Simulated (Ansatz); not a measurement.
CH2F2 on a (001) slab of Os (P6_3/mmc (No. 194)), 4 planes, outer planes Os (top) and Os (bottom), 1 a cell of 25.9 Å², relaxed and still whole (its atoms last):

```xyz
21
Lattice="5.4699 0.0000 0.0000 -2.7350 4.7371 0.0000 0.0000 0.0000 26.3805" Properties=species:S:1:pos:R:3 pbc="T T T"
Os    1.3675    0.7895    8.0000
Os    0.0000    3.1581    8.0000
Os    4.1024    0.7895    8.0000
Os    2.7350    3.1581    8.0000
Os    0.0000    1.5790   10.1634
Os   -1.3675    3.9476   10.1634
Os    2.7350    1.5790   10.1634
Os    1.3675    3.9476   10.1634
Os    1.3673    0.7903   12.3425
Os    0.0004    3.1573   12.3415
Os    4.1026    0.7893   12.3379
Os    2.7342    3.1568   12.3407
Os   -0.0005    1.5817   14.4418
Os   -1.3645    3.9475   14.4434
Os    2.7361    1.5753   14.4418
Os    1.3637    3.9466   14.4407
F    -0.5232    0.7757   18.3041
C    -0.3608   -0.5537   18.0163
F     0.9611   -0.7674   17.7054
H    -0.9732   -0.8032   17.1299
H    -0.6143   -1.1497   18.9046
```

The calculation used Ansatz, DFT PBE+D3(BJ), scalar-relativistic, plane waves, PAW. Settings: cutoff 420 eV, Γ-centred mesh 4×4×1 on the computed 21-atom cell, Gaussian smearing of 0.10 eV; no spin polarisation. The cell repeats along c with a dipole correction in the vacuum.

It binds with 0.29 eV a molecule against the clean slab and the free molecule (no zero-point or thermal terms); its shortest contact is H–Os 2.72 Å. Take first-order desorption with no barrier to adsorption, no reaction on the face and an assumed prefactor of 10^13 s⁻¹.

Problem. How long does a molecule stay at 300 K?

Solution. τ = ν⁻¹·exp(E/k_BT) with k_BT = 0.0259 eV: E/k_BT = 11.2, so τ ≈ 7×10^-9 s. At about one hit a site a second (10⁻⁶ mbar) the coverage is near τ × 1 s⁻¹, so a layer needs roughly 1×10^2 mbar.

Problem. Where does its peak lie in a desorption experiment heated at 2 K/s?

Solution. The peak obeys E/(k_B·T_p²) = (ν/β)·exp(−E/k_BT_p). Solving gives T_p ≈ 110 K (E/k_BT_p = 30.5). An error of 0.1 eV in E moves it by about 38 K, and larger molecules have larger prefactors, which lowers it.

Problem. Is this physisorption or chemisorption?

Solution. The tightest contact, H–Os 2.72 Å, is 1.55 times the sum of covalent radii, and deformation and lateral interaction add up to -0.06 eV; about 0.02 e cross the plane between them. This is physisorption.

Spin polarisation was left out, and a magnetic state may lie lower.